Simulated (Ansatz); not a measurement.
# Re: response to strain

Re is deformed so: equal xx and yy strain of -2 %. What stress and forces result, by LAPW, PAW and all-electron datasets made for the crystal?

Method: DFT PBE, scalar-relativistic, in Ansatz 0.2.0.

### 1 The structure to begin with

Symmetry: Fm-3m, No. 225, cubic system. The conventional cell has a = 3.950 Å, b = 3.950 Å, c = 3.950 Å, α = 90.00°, β = 90.00°, γ = 90.00°. Re (site symmetry m-3m) is surrounded by 12 Re at 2.79 Å.

As a file:

```cif
data_structure
_symmetry_space_group_name_H-M 'Fm-3m'
_symmetry_Int_Tables_number 225
_cell_length_a 3.9500
_cell_length_b 3.9500
_cell_length_c 3.9500
_cell_angle_alpha 90.000
_cell_angle_beta 90.000
_cell_angle_gamma 90.000
_cell_volume 61.63
loop_
_atom_site_label
_atom_site_type_symbol
_atom_site_symmetry_multiplicity
_atom_site_Wyckoff_symbol
_atom_site_fract_x
_atom_site_fract_y
_atom_site_fract_z
_atom_site_occupancy
Re1 Re 4 a 0.00000 0.00000 0.00000 1
```

The file gives the conventional cell by its symmetry; the runs use the cell typed in the input.

### 2 After the deformation

Space group Fm-3m before, I4/mmm after.

### 3 LAPW, all electrons

Contents of input.yaml:

```yaml
crystal:
  lattice:
    - [0.0, 1.9355, 1.975]
    - [1.9355, 0.0, 1.975]
    - [1.9355, 1.9355, 0.0]
  atoms:
    - { symbol: Re, position: [0.0, 0.0, 0.0] }
kpoints:
  mp_grid: { grid: [14, 14, 14] }
  band_path:
    path:
      - [0.0, 0.0, 0.0]
      - [0.0, 0.5, 0.5]
      - [0.25, 0.75, 0.5]
      - [0.0, 0.5, 0.0]
      - [0.0, 0.0, 0.0]
      - [0.5, 0.5, 0.0]
      - [0.37005, 0.62995, 0.0]
      - [-0.37005, 0.37005, 0.0]
      - [0.0, 0.0, 0.0]
    npoints: 5
scf:
  occupations: { method: fermi_dirac, width: 0.03 }
hamiltonian:
  xc: pbe
  pseudopotentials: { kind: all_electron, lapw: { basis_error: 0.001 } }
output:
  forces: true
  stress: true
  eigenvalues: true
```

The run is started by

```
> ansatz run input.yaml --threads 1 --pin off --max-ram 3072MiB --backend cpu --events-out ev --progress --plain --runs-dir out
```

### 4 PAW with frozen cores

Contents of input.yaml:

```yaml
crystal:
  lattice:
    - [0.0, 1.9355, 1.975]
    - [1.9355, 0.0, 1.975]
    - [1.9355, 1.9355, 0.0]
  atoms:
    - { symbol: Re, position: [0.0, 0.0, 0.0] }
kpoints:
  mp_grid: { grid: [14, 14, 14] }
scf:
  occupations: { method: fermi_dirac, width: 0.03 }
hamiltonian:
  xc: pbe
  pseudopotentials: { kind: paw }
output:
  forces: true
  stress: true
  eigenvalues: true
  efg: { contact_densities: true }
  write_density: true
  write_potential: true
  elf: true
  volumetric_format: npy
```

### 5 All-electron PAW on datasets made for the crystal

Changes to input.yaml since step 4:

```diff
@@ -13,3 +13,3 @@
   xc: pbe
-  pseudopotentials: { kind: paw }
+  pseudopotentials: { kind: all_electron, datasets: crystal }
 output:
@@ -19,5 +19 @@
   efg: { contact_densities: true }
-  write_density: true
-  write_potential: true
-  elf: true
-  volumetric_format: npy
```

(Steps that only read results are left out.)

Before running it: what results should come out? Wanted: pressure; largest shear or deviatoric stress.

As calculated:

| quantity | value |
| --- | --- |
| pressure | LAPW 5.09, PAW 4.99, crystal datasets 5.08 GPa |
| largest shear or deviatoric stress (LAPW) | 3.38 GPa |

What this shows: The largest part of the stress beyond the pressure is 3.38 GPa in size, in the zz component. No run of the undeformed cell stands beside it, so the pressure holds what the given cell had before the change. PAW: stress within 0.10 GPa of LAPW. Crystal datasets: stress within 0.01 GPa of LAPW. Spin-orbit coupling is left out, though the cell holds Re; in elements this heavy it can shift bands and gaps by tenths of an eV.
